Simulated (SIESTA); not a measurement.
Wanted: the native input for a SIESTA 5.4.2 run.

```yaml
Task: single point
Functional: PBE
Potentials_or_basis: PseudoDojo 0.4 standard (PBE files)
Basis: DZP (energy shift 0.002 Ry)
Grid_cutoff: 800 Ry
Energy_shift: 0.002 Ry
k_mesh: 10 × 10 × 10
Occupations: fermi-dirac, width 0.05 eV
Spin: no spin polarisation
```

The system is Hf.

```xyz
1
Lattice="0.0000 2.2200 2.2200 2.2200 0.0000 2.2200 2.2200 2.2200 0.0000" Properties=species:S:1:pos:R:3 pbc="T T T"
Hf    0.0000    0.0000    0.0000
```

This isn't the form of Hf at room conditions, which is hcp.

One way to write it, as run:

Hf.fdf

```
SystemName                      Hf
SystemLabel                     Hf
NumberOfSpecies                 1
NumberOfAtoms                   1
%block ChemicalSpeciesLabel
  1  72 Hf
%endblock ChemicalSpeciesLabel

LatticeConstant                 1.0 Ang
%block LatticeVectors
     0.0000000000     2.2200000000     2.2200000000
     2.2200000000     0.0000000000     2.2200000000
     2.2200000000     2.2200000000     0.0000000000
%endblock LatticeVectors
AtomicCoordinatesFormat         Ang
%block AtomicCoordinatesAndAtomicSpecies
     0.0000000000     0.0000000000     0.0000000000  1
%endblock AtomicCoordinatesAndAtomicSpecies

%block kgrid.MonkhorstPack
   10   0   0  0.0
    0  10   0  0.0
    0   0  10  0.0
%endblock kgrid.MonkhorstPack
XC.Functional                   GGA
XC.Authors                      PBE
PAO.BasisSize                   DZP
PAO.EnergyShift                 0.002 Ry
Mesh.Cutoff                     800 Ry
OccupationFunction              FD
ElectronicTemperature           0.05 eV
MaxSCFIterations                120
SCF.MustConverge                false
SCF.Mixer.Method                Pulay
SCF.Mixer.Weight                0.25
SCF.Mixer.History               8
SCF.DM.Tolerance                5.0e-05
SCF.H.Tolerance                 1.0e-03 eV
WriteForces                     true
Charge.Mulliken                 end
Charge.Hirshfeld                end
Charge.Voronoi                  end
SaveRho                         true
SaveElectrostaticPotential      true
```

Potentials or basis: PseudoDojo 0.4 standard (PBE files), DZP (energy shift 0.002 Ry).

Run with:

```console
$ siesta Hf.fdf > Hf.out 2>&1
```

It gave:

* Pressure: 4.2 GPa
* Band gap on the k mesh: none (metal or under the smearing width)

Caveat: semicore shells carry a single zeta, which can move pressures by several GPa and volumes by a few percent; the basis of atomic orbitals isn't converged, which shifts pressures, moduli and gaps.

It took 52 s on 1 thread of Arm Neoverse V1 (shared host), peak memory 0.27 GiB.
